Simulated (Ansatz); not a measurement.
# HfH2: properties at the relaxed cell

One table from this session's results is given with a row withheld; the runs are named, their logs left out.

Program: Ansatz 0.2.0. Level of theory: DFT r2SCAN, scalar-relativistic, plane waves, PAW. These are calculated values, not measurements.

1 further run of the same task is left out (set aside as unsound or not needed).

## The starting structure

Symmetry: I4/mmm, No. 139, tetragonal system. The conventional cell has a = 3.465 Å, b = 3.465 Å, c = 4.307 Å, α = 90.00°, β = 90.00°, γ = 90.00°. Around Hf (site symmetry 4/mmm) lie 8 H at 2.04 Å. H (site symmetry -4m2) is surrounded by 4 Hf at 2.04 Å.

Structure file:

```
Hf H
1.0
    -1.73246    1.73246    2.15357
     1.73246   -1.73246    2.15357
     1.73246    1.73246   -2.15357
Hf H
1 2
Direct
  0.00000 0.00000 0.00000
  0.75000 0.25000 0.50000
  0.25000 0.75000 0.50000
```

This cell was relaxed beforehand with the same method: volume 8.62 Å³/atom, gap on the mesh none (metal).

Set-up of the first run:

The input, input.yaml:

```yaml
crystal:
  lattice:
    - [-1.7324560127, 1.7324560127, 2.1535680086]
    - [1.7324560127, -1.7324560127, 2.1535680086]
    - [1.7324560127, 1.7324560127, -2.1535680086]
  atoms:
    - { symbol: Hf, position: [0.0, 0.0, 0.0] }
    - { symbol: H, position: [0.75, 0.25, 0.5] }
    - { symbol: H, position: [0.25, 0.75, 0.5] }
basis:
  ecutwfc: 500
kpoints:
  mp_grid: { grid: [16, 16, 16] }
  band_path:
    path:
      - [[0.0, 0.0, 0.0], [0.0, 0.0, 0.5], [0.25, 0.25, 0.25], [0.0, 0.5, 0.0], [0.0, 0.0, 0.0], [0.5, 0.5, -0.5], [0.41178836, 0.58821164, -0.41178836]]
      - [[-0.41178836, 0.41178836, 0.41178836], [0.0, 0.0, 0.0]]
      - [[0.0, 0.0, 0.5], [-0.32357671, 0.32357671, 0.5]]
      - [[0.5, 0.5, -0.32357671], [0.5, 0.5, -0.5]]
    npoints: 14
hamiltonian:
  xc: r2scan
scf:
  occupations: { method: gaussian, width: 0.1 }
  n_extra_bands: 7
output:
  forces: true
  stress: true
  eigenvalues: true
  populations: true
  dos: { projected: true, de: 0.02, nscf_kmesh: { grid: [24, 24, 24] } }
  bader: true
  write_density: true
  write_potential: true
  elf: true
  volumetric_format: npy
```

The run is started by

```bash
$ ansatz run input.yaml --threads 1 --pin off --max-ram 2560MiB --backend cpu --events-out ev --progress --plain --runs-dir out
```

Among the steps run: Static run: bands, density of states and charges; The cell as listed, for comparison; The cell scaled to 0.97 of its volume; Volume × 1.03; The cell scaled to 0.94 of its volume; Point at V/V0 = 1.06; Volume × 0.91; Volume × 1.10; Volume × 0.88.

One of the session's tables, all rows but one given; the rest of the session is left out.

It belongs to the step «Fit of the equation of state». 

| volume (Å³/atom) | energy above the lowest point (meV/atom) | pressure (GPa) |
| --- | --- | --- |
| 7.584 | 72.2 | 24.66 |
| 7.843 | 38.6 | 17.13 |
| 8.101 | ? | ? |
| 8.360 | 3.9 | 4.94 |
| 8.618 | 0.0 | 0.01 |
| 8.877 | 3.5 | -4.27 |
| 9.135 | 13.5 | -7.98 |
| 9.480 | 35.3 | -12.16 |

Estimate the missing values for volume (Å³/atom) = 8.101.

Worked estimate for «energy above the lowest point (meV/atom)». A straight line through the neighbours (7.843, 38.6) and (8.360, 3.9) gives 38.6 + (3.9 − 38.6) × (8.101 − 7.843) / (8.360 − 7.843) = 21.3; a parabola fitted to 4 rows on both sides gives 16.3.

As computed: energy above the lowest point (meV/atom): 16.4; pressure (GPa): 10.59. In «energy above the lowest point (meV/atom)» the line misses by +4.9 and the parabola by -0.1.
